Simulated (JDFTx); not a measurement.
The system is InPd.

```
In Pd
1.0
     3.27188    0.00000    0.00000
     0.00000    3.27188    0.00000
     0.00000    0.00000    3.27188
In Pd
1 1
Direct
  0.00000 0.00000 0.00000
  0.50000 0.50000 0.50000
```

The cell comes from a database or a generator and needn't be the stable form of this composition.

Base run:

```yaml
Program: JDFTx 1.7.0 (patched build)
Functional: PBE
Potentials_or_basis: PseudoDojo-SR-PBE-0.5-standard with smoothed tails
Cutoff: 1116 eV
Density_cutoff: 8925 eV
k_mesh: 8 × 8 × 8
Occupations: fermi-dirac, width 0.05 eV
Spin: no spin polarisation
Hubbard_terms: Pd d U = 1 eV
```

Its results: band gap on the k mesh none (metal or under the smearing width); pressure 3.4 GPa.

The run is repeated on the same cell with these changes: hubbard terms from Pd d U = 1 eV to Pd d U = 8 eV. What comes out?

Band gap on the k mesh none (metal or under the smearing width); pressure 2.7 GPa.

Caveats: this set's palladium file may shift the pressure by some GPa; the empty levels aren't tightly converged; U without spin polarisation on a metal has little footing; the U is typed as a test and isn't derived for this compound.
